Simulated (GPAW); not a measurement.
# MoS2 (P-3m1) in GPAW: a series of runs

The runs below take MoS2 through relaxation of cell and atoms, with RPBE+D3(BJ), LDA.

Everything below comes from runs of GPAW 26.7.0. Logs are shortened: lines on timing, memory, paths and dates and some standing lists are left out, and cuts for length are marked. The log counts tension as positive stress, the text compression.

## 1. The structure

The structure is trigonal, space group P-3m1 (No. 164). The conventional cell has a = 3.227 Å, b = 3.227 Å, c = 6.312 Å, α = 90.00°, β = 90.00°, γ = 120.00°. Mo (site symmetry -3m) has 6 S at 2.42 Å as nearest neighbours. S (site symmetry 3m) has 3 Mo at 2.42 Å as nearest neighbours.

Measurements of this composition are mostly on another form, of space group No. 194.

## 2. Relaxation of cell and atoms, RPBE+D3(BJ)

run.py reads:

```python
from ase.calculators.mixing import SumCalculator
from ase.filters import FrechetCellFilter
from ase.io import read, write
from ase.optimize import FIRE
from dftd3.ase import DFTD3
from gpaw import GPAW, PW

atoms = read('MoS2.xyz')

calc = GPAW(mode=PW(600),
            xc='RPBE',
            kpts={'size': (9, 9, 4), 'gamma': True},
            occupations={'name': 'fermi-dirac', 'width': 0.05},
            nbands=25,
            convergence={'density': 1e-05, 'forces': 0.0001},
            maxiter=150,
            txt='gpaw.txt')
atoms.calc = SumCalculator([calc, DFTD3(method='rpbe', damping='d3bj')])
opt = FIRE(FrechetCellFilter(atoms), trajectory='relax.traj', logfile='-')
done = opt.run(fmax=0.01, steps=100)
calc.write('gs.gpw')
write('result.traj', atoms)
print('Converged:', done)
print('Cell:', atoms.cell.cellpar().round(4))
print('Volume:', round(atoms.get_volume(), 4))
print(atoms.get_scaled_positions().round(5))
```

MoS2.xyz reads:

```xyz
3
Lattice="3.2274645616 0.0000000000 0.0000000000 -1.6137322808 2.7950663001 0.0000000000 0.0000000000 0.0000000000 6.3124734200" Properties=species:S:1:pos:R:3 pbc="T T T"
Mo     0.0000000000      0.0000000000      3.1562367100
S      1.6137322810      0.9316887666      4.7007769989
S     -0.0000000002      1.8633775335      1.6116964211
```

Potentials or basis: the program's PAW data sets (release 1.2.1) made for this functional, pw.

Started as:

```
$ OMP_NUM_THREADS=1 python run.py
```

gpaw.txt:

```text
__  _  _
 | _ |_)|_||  |
 |__||  | ||/\| - 26.7.0

Input parameters:
  mode=PW(ecut=600.0),
  convergence={'density': 1e-05, 'forces': 0.0001},
  kpts=MonkhorstPack(size=(9, 9, 4), gamma=True),
  maxiter=150,
  nbands=25,
  occupations=Occupations(name='fermi-dirac', width=0.05),
  xc=XC(name='RPBE')

Diagonalizing LCAO Hamiltonian
Converting LCAO to pw mode

            S

       Mo
         S

Atoms  # Å, Bohr magnetons
|   | symbol |         x |        y |        z |    initial magnetic moments |
|---|--------|-----------|----------|----------|-----------------------------|
| 0 |     Mo |  0.000000 | 0.000000 | 3.156237 | ( 0.0000,  0.0000,  0.0000) |
| 1 |      S |  1.613732 | 0.931689 | 4.700777 | ( 0.0000,  0.0000,  0.0000) |
| 2 |      S | -0.000000 | 1.863378 | 1.611696 | ( 0.0000,  0.0000,  0.0000) |

Unit cell  # Å
| periodic |         x |        y |        z |  lengths |     angles |
|----------|-----------|----------|----------|----------|------------|
|      yes |  3.227465 | 0.000000 | 0.000000 | 3.227465 |  90.000000 |
|      yes | -1.613732 | 2.795066 | 0.000000 | 3.227465 |  90.000000 |
|      yes |  0.000000 | 0.000000 | 6.312473 | 6.312473 | 120.000000 |

Number of symmetries: 12
Symmetry operations  # r_c * U_cc + t_c -> r_c
|    | kind |            matrix            |
|----|------|------------------------------|
|  0 |  σ   |  1, 1, 0,  0,-1, 0,  0, 0, 1 |
|  1 |  S6  |  1, 1, 0, -1, 0, 0,  0, 0,-1 |
|  2 |  E   |  1, 0, 0,  0, 1, 0,  0, 0, 1 |
|  3 |  C2  |  1, 0, 0, -1,-1, 0,  0, 0,-1 |
|  4 |  C2  |  0, 1, 0,  1, 0, 0,  0, 0,-1 |
|  5 |  C3  |  0, 1, 0, -1,-1, 0,  0, 0, 1 |
|  6 |  S6  |  0,-1, 0,  1, 1, 0,  0, 0,-1 |
|  7 |  σ   |  0,-1, 0, -1, 0, 0,  0, 0, 1 |
|  8 |  σ   | -1, 0, 0,  1, 1, 0,  0, 0, 1 |
|  9 |  i   | -1, 0, 0,  0,-1, 0,  0, 0,-1 |
| 10 |  C3  | -1,-1, 0,  1, 0, 0,  0, 0, 1 |
| 11 |  C2  | -1,-1, 0,  0, 1, 0,  0, 0,-1 |
[... 192 lines left out ...]
No gap
No difference between direct/indirect transitions

Stress tensor  # eV/Ang^3
|         x |         y |         z |
|-----------|-----------|-----------|
| -0.017421 | -0.000000 |  0.000000 |
|  0.000000 | -0.017421 |  0.000000 |
|  0.000000 |  0.000000 | -0.035613 |

Forces  # eV/Ang
|       x |        y |        z |
|---------|----------|----------|
| 0.00000 |  0.00000 |  0.00000 |  # Mo   0
| 0.00000 | -0.00000 |  0.39009 |  # S    1
| 0.00000 | -0.00000 | -0.39009 |  # S    2

Interpolating wave functions to new cell

            S

       Mo
         S

Atoms  # Å, Bohr magnetons
|   | symbol |         x |        y |        z |    initial magnetic moments |
|---|--------|-----------|----------|----------|-----------------------------|
| 0 |     Mo | -0.000000 | 0.000000 | 3.148300 | ( 0.0000,  0.0000,  0.0000) |
| 1 |      S |  1.602904 | 0.925437 | 4.686953 | ( 0.0000,  0.0000,  0.0000) |
| 2 |      S | -0.000000 | 1.850874 | 1.609647 | ( 0.0000,  0.0000,  0.0000) |

Unit cell  # Å
| periodic |         x |         y |         z |  lengths |     angles |
|----------|-----------|-----------|-----------|----------|------------|
|      yes |  3.205808 | -0.000000 | -0.000000 | 3.205808 |  90.000000 |
|      yes | -1.602904 |  2.776311 |  0.000000 | 3.205808 |  90.000000 |
|      yes | -0.000000 |  0.000000 |  6.296601 | 6.296601 | 120.000000 |
[... 3583 lines left out ...]
convergence criteria:
- Maximum integral of absolute [dens]ity change: 1e-05 electrons / valence electron
- Maximum change in the atomic [forces] across last 2 cycles: 0.0001 eV/Ang OR
Maximum error relative to the maximum force is below inf
- Maximum [total energy] change in last 3 cyles: 0.0005 eV / valence electron
- Maximum integral of absolute [eigenst]ate change: 4e-08 eV^2 / valence electron
maximum number of iterations: 150

SCF iterations
|iter     | |      energy | eigst |  dens |force |
|---------|-|-------------|-------|-------|------|
|iter:   1| |  -19.178457 | -1.89 |       |      |
|iter:   2| |  -19.177644 | -4.30 | -2.39 |      |
|iter:   3| |  -19.176424c| -4.72 | -2.46 |      |
|iter:   4| |  -19.176074c| -4.83 | -2.70 |      |
|iter:   5| |  -19.176063c| -5.90 | -3.25 |      |
|iter:   6| |  -19.176063c| -6.93 | -3.72 |      |
|iter:   7| |  -19.176063c| -7.79c| -4.16 |      |
|iter:   8| |  -19.176063c| -8.43c| -5.05c|      |
|iter:   9| |  -19.176063c| -9.19c| -5.71c|-3.77 |
|iter:  10| |  -19.176063c| -9.97c| -6.32c|-4.70c|

Converged in 10 steps
Energy contributions relative to reference atoms: (reference = -131864.447982)

Energy contributions:
  Kinetic:          21.058314
  Coulomb:         -21.504204
  Zero:             -0.183673
  External:          0.000000
  Xc:              -18.543740
  Entropy:          -0.005520
  Spinorbit:         0.000000
  ----------------------------
  Free energy:     -19.178823
  Extrapolated:    -19.176063

dipole moment: (-5.461985, -9.460435, 0.000002)  # |e|*Ang
[... 669 lines left out ...]
eigensolver:
  PPCG
  Converge bands: occupied
  niter=2

density mixing:
  MSR1-Mixer
  Pratt-step length: 0.05
  Maximum mixing coefficient: 0.75
  Old densities: 10
  SVD Regularization: 0.005
  Good broyden scale: 1.0
  Trust region scale: 1.0
  Backstep thresh
[... cut ...]
t |  dens |force |
|---------|-|-------------|-------|-------|------|
|iter:   1| |  -18.808488 | -4.52 |       |      |
|iter:   2| |  -18.808469 | -6.68 | -3.31 |      |
|iter:   3| |  -18.808447c| -6.47 | -3.44 |      |
|iter:   4| |  -18.808443c| -6.79 | -3.74 |      |
|iter:   5| |  -18.808443c| -7.89c| -4.21 |      |
|iter:   6| |  -18.808444c| -8.24c| -4.55 |      |
|iter:   7| |  -18.808444c| -8.76c| -5.20c|      |
|iter:   8| |  -18.808444c| -8.94c| -5.58c|-3.99 |
|iter:   9| |  -18.808444c| -9.74c| -6.52c|-4.65c|

Converged in 9 steps
Energy contributions relative to reference atoms: (reference = -131864.447982)

Energy contributions:
  Kinetic:          21.579132
  Coulomb:         -20.835408
  Zero:             -0.192026
  External:          0.000000
  Xc:              -19.354813
  Entropy:          -0.010658
  Spinorbit:         0.000000
  ----------------------------
  Free energy:     -18.813773
  Extrapolated:    -18.808444

dipole moment: (16.824045, -9.713366, 0.000001)  # |e|*Ang
[... 932 lines left out ...]
convergence criteria:
- Maximum integral of absolute [dens]ity change: 1e-05 electrons / valence electron
- Maximum change in the atomic [forces] across last 2 cycles: 0.0001 eV/Ang OR
Maximum error relative to the maximum force is below inf
- Maximum [total energy] change in last 3 cyles: 0.0005 eV / valence electron
- Maximum integral of absolute [eigenst]ate change: 4e-08 eV^2 / valence electron
maximum number of iterations: 150

SCF iterations
|iter     | |      energy | eigst |  dens |force |
|---------|-|-------------|-------|-------|------|
|iter:   1| |  -18.818602 | -4.43 |       |      |
|iter:   2| |  -18.818600 | -6.79 | -3.62 |      |
|iter:   3| |  -18.818597c| -7.40c| -3.69 |      |
|iter:   4| |  -18.818597c| -7.33 | -3.95 |      |
|iter:   5| |  -18.818597c| -7.85c| -4.65 |      |
|iter:   6| |  -18.818597c| -8.17c| -5.02c|      |
|iter:   7| |  -18.818597c| -9.10c| -5.68c|-3.67 |
|iter:   8| |  -18.818597c| -9.68c| -6.12c|-4.56c|

Converged in 8 steps
Energy contributions relative to reference atoms: (reference = -131864.447982)

Energy contributions:
  Kinetic:          21.364517
  Coulomb:         -20.673926
  Zero:             -0.191234
  External:          0.000000
  Xc:              -19.312585
  Entropy:          -0.010738
  Spinorbit:         0.000000
  ----------------------------
  Free energy:     -18.823966
  Extrapolated:    -18.818597

dipole moment: (5.612214, 9.720639, 0.000001)  # |e|*Ang
[... 513 lines left out ...]
Stress tensor  # eV/Ang^3
|         x |         y |         z |
|-----------|-----------|-----------|
| -0.214690 | -0.000000 |  0.000000 |
| -0.000000 | -0.214690 | -0.000000 |
|  0.000000 | -0.000000 | -0.177194 |

Forces  # eV/Ang
|        x |        y |        z |
|----------|----------|----------|
|  0.00000 | -0.00000 |  0.00000 |  # Mo   0
| -0.00000 |  0.00000 | -0.01191 |  # S    1
|  0.00000 | -0.00000 |  0.01191 |  # S    2

# Writing to gs.gpw (mode='')
```

stdout:

```text
Step          Energy          fmax
FIRE:    0      -25.491109        2.019792
FIRE:    1      -25.572701        1.781204
FIRE:    2      -25.693664        1.337008
FIRE:    3      -25.808675        1.035618
FIRE:    4      -25.916229        1.309910
FIRE:    5      -26.034716        1.072783
[... 41 lines left out ...]
FIRE:   47      -26.288002        0.015774
FIRE:   48      -26.287992        0.007551
Converged: True
Cell: [  3.0093   3.0093   5.2474  90.      90.     120.    ]
Volume: 41.154
[[1.      1.      0.5    ]
 [0.66667 0.33333 0.80547]
 [0.33333 0.66667 0.19453]]
```

It took 19 min on 1 thread of Arm Neoverse V2, shared host; peak memory 0.41 GiB.

What came out:

```
Free energy                            : -26.2934 eV
Relaxed volume                         : 13.72 Å³/atom
Relaxed cell                           : a = 3.009 Å, b = 3.009 Å, c = 5.247 Å, α = 90.00°, β = 90.00°, γ = 120.00°
Space group after relaxing (to 0.05 Å) : P-3m1 (No. 164)
Energy gained by relaxing              : 265.6 meV/atom
Ionic steps                            : 49
Pressure after relaxing                : -0.1 GPa
Largest force after relaxing           : 0.007 eV/Å
Band gap on the k mesh                 : none (metal or under the smearing width)
Dispersion energy per atom             : -2.490 eV
```

Forces in eV/Å, atoms in the order of the input:
```
Mo   0.000  0.000  0.000
S    0.000  0.000  0.007
S    0.000  0.000 -0.007
```

Step by step:
| step | energy change (eV) | largest force (eV/Å) | pressure (GPa) | volume (Å³) |
| --- | --- | --- | --- | --- |
| 1 | 0.0000 | 0.2008 | -13.49 | 56.94 |
| 3 | -0.2026 | 0.5359 | -7.94 | 54.42 |
| 5 | -0.4251 | 1.3252 | 0.28 | 50.37 |
| 7 | -0.6191 | 0.3392 | -0.07 | 47.25 |
| 9 | -0.5957 | 0.4747 | -1.95 | 45.99 |
| 11 | -0.6116 | 0.2500 | -0.67 | 45.88 |
| 13 | -0.6271 | 0.0736 | 1.02 | 45.76 |
| 15 | -0.6370 | 0.3375 | 2.00 | 45.74 |
| 17 | -0.6491 | 0.4064 | 1.29 | 45.90 |
| 19 | -0.6640 | 0.2159 | -1.39 | 46.20 |
| 21 | -0.6764 | 0.0158 | -3.69 | 46.17 |
| 23 | -0.7045 | 0.1721 | -2.36 | 45.25 |
| 25 | -0.7378 | 0.3467 | 0.84 | 43.60 |
| 27 | -0.7669 | 0.1660 | -0.60 | 42.26 |
| 29 | -0.7942 | 0.0448 | 1.66 | 40.80 |
| 31 | -0.7883 | 0.0199 | 0.81 | 40.54 |
| 33 | -0.7912 | 0.1056 | -0.04 | 40.68 |
| 35 | -0.7942 | 0.1178 | -0.27 | 40.80 |
| 37 | -0.7962 | 0.0178 | 0.42 | 40.85 |
| 39 | -0.7968 | 0.0204 | 0.35 | 41.07 |
| 41 | -0.7968 | 0.0123 | 0.26 | 41.09 |
| 43 | -0.7969 | 0.0022 | 0.07 | 41.11 |
| 45 | -0.7969 | 0.0126 | -0.10 | 41.14 |
| 47 | -0.7969 | 0.0101 | -0.16 | 41.16 |
| 49 | -0.7969 | 0.0070 | -0.08 | 41.15 |

Final structure:
```cif
data_structure
_symmetry_space_group_name_H-M 'P 1'
_symmetry_Int_Tables_number 1
_cell_length_a 3.0093
_cell_length_b 3.0093
_cell_length_c 5.2474
_cell_angle_alpha 90.000
_cell_angle_beta 90.000
_cell_angle_gamma 120.000
_cell_volume 41.15
loop_
_atom_site_label
_atom_site_type_symbol
_atom_site_fract_x
_atom_site_fract_y
_atom_site_fract_z
_atom_site_occupancy
Mo1 Mo 0.00000 0.00000 0.50000 1
S1 S 0.66667 0.33333 0.80547 1
S2 S 0.33333 0.66667 0.19453 1
```

Levels at points of the mesh, in eV from the Fermi level:
| k point | band 10 | band 11 | band 12 | band 13 | band 14 | band 15 | band 16 | band 17 |
| --- | --- | --- | --- | --- | --- | --- | --- | --- |
| (0.00, 0.00, 0.00) | -2.30 | -0.90 | -0.90 | 0.05 | 0.25 | 0.25 | 2.29 | 2.29 |
| (0.00, 0.00, 0.50) | -3.85 | -0.99 | -0.99 | -0.68 | -0.68 | 0.77 | 3.91 | 3.91 |

Caveat: later steps reuse the first step's grids; the volume moved by over 15 % at a fixed basis, so the end points are rough.

## 3. Relaxation of cell and atoms, LDA

run.py reads:

```python
from ase.filters import FrechetCellFilter
from ase.io import read, write
from ase.optimize import LBFGS
from gpaw import GPAW, PW

atoms = read('MoS2.cif')

calc = GPAW(mode=PW(600),
            xc='LDA',
            kpts={'size': (7, 7, 3), 'gamma': True},
            occupations={'name': 'fermi-dirac', 'width': 0.05},
            nbands=25,
            convergence={'density': 1e-06, 'energy': 1e-06, 'eigenstates': 1e-10},
            maxiter=150,
            txt='gpaw.txt')
atoms.calc = calc
opt = LBFGS(FrechetCellFilter(atoms), trajectory='relax.traj', logfile='-')
done = opt.run(fmax=0.02, steps=60)
calc.write('gs.gpw')
write('result.traj', atoms)
print('Converged:', done)
print('Cell:', atoms.cell.cellpar().round(4))
print('Volume:', round(atoms.get_volume(), 4))
print(atoms.get_scaled_positions().round(5))
```

MoS2.cif reads:

```cif
data_MoS2
_cell_length_a 3.22746456
_cell_length_b 3.22746456
_cell_length_c 6.31247342
_cell_angle_alpha 90.00000000
_cell_angle_beta 90.00000000
_cell_angle_gamma 120.00000000
_space_group_name_H-M_alt 'P1'
_space_group_name_Hall 'P 1'
_space_group_IT_number 1
loop_
_space_group_symop_operation_xyz
'x,y,z'
loop_
_atom_site_label
_atom_site_type_symbol
_atom_site_symmetry_multiplicity
_atom_site_Wyckoff_symbol
_atom_site_fract_x
_atom_site_fract_y
_atom_site_fract_z
_atom_site_occupancy
Mo1 Mo 1 a 0.0000000000 0.0000000000 0.5000000000 1
S1 S 1 a 0.6666666667 0.3333333333 0.7446806800 1
S2 S 1 a 0.3333333333 0.6666666667 0.2553193200 1
```

Potentials or basis: the program's PAW data sets (release 1.2.1) made for this functional, pw.

Started as:

```
$ OMP_NUM_THREADS=1 python run.py
```

Run time: 85 s. Hardware: 1 thread of AMD EPYC 9R45 (Zen 5), shared host; peak memory 0.29 GiB.

It converged, with:

* Free energy: -24.0440 eV
* Relaxed volume: 16.39 Å³/atom
* Relaxed cell: a = 3.151 Å, b = 3.151 Å, c = 5.719 Å, α = 90.00°, β = 90.00°, γ = 120.00°
* Space group after relaxing (to 0.05 Å): P-3m1 (No. 164)
* Energy gained by relaxing: 38.1 meV/atom
* Ionic steps: 14
* Pressure after relaxing: -0.1 GPa
* Largest force after relaxing: 0.012 eV/Å
* Band gap on the k mesh: none (metal or under the smearing width)

Forces in eV/Å, atoms in the order of the input:
```
Mo   0.000  0.000  0.000
S    0.000  0.000 -0.012
S    0.000  0.000  0.012
```

Stress tensor (GPa, compression positive):
```
-0.03  0.00  0.00
 0.00 -0.03  0.00
 0.00  0.00 -0.18
```

The path:
```tsv
step	energy change (eV)	largest force (eV/Å)	pressure (GPa)	volume (Å³)
1	0.0000	0.2166	-6.14	56.94
2	-0.0213	0.0212	-4.59	56.36
3	-0.0506	0.4716	-0.20	54.64
4	-0.0580	0.4687	0.21	54.25
5	-0.0844	0.1844	0.42	52.52
6	-0.0863	0.0730	-0.09	52.30
7	-0.0870	0.0227	-0.32	52.17
8	-0.0882	0.0335	-0.57	51.98
9	-0.0915	0.1356	-1.00	51.49
10	-0.0980	0.2501	-1.39	50.62
11	-0.1057	0.2881	-1.37	49.68
12	-0.1115	0.1835	-1.06	49.37
13	-0.1130	0.0183	-0.12	48.77
14	-0.1143	0.0121	-0.08	49.17
```

Final structure:
```
CELL_PARAMETERS angstrom
3.15085 0.00000 0.00000
-1.57542 2.72871 0.00000
0.00000 0.00000 5.71932
ATOMIC_POSITIONS crystal
Mo 0.00000 0.00000 0.50000
S 0.66667 0.33333 0.77220
S 0.33333 0.66667 0.22780
```

Levels at points of the mesh, in eV from the Fermi level:
| k point | band 10 | band 11 | band 12 | band 13 | band 14 | band 15 | band 16 | band 17 |
| --- | --- | --- | --- | --- | --- | --- | --- | --- |
| (0.00, 0.00, 0.00) | -1.49 | -1.04 | -0.94 | -0.94 | -0.06 | -0.06 | 3.06 | 3.06 |

Caveat: later steps reuse the first step's grids.
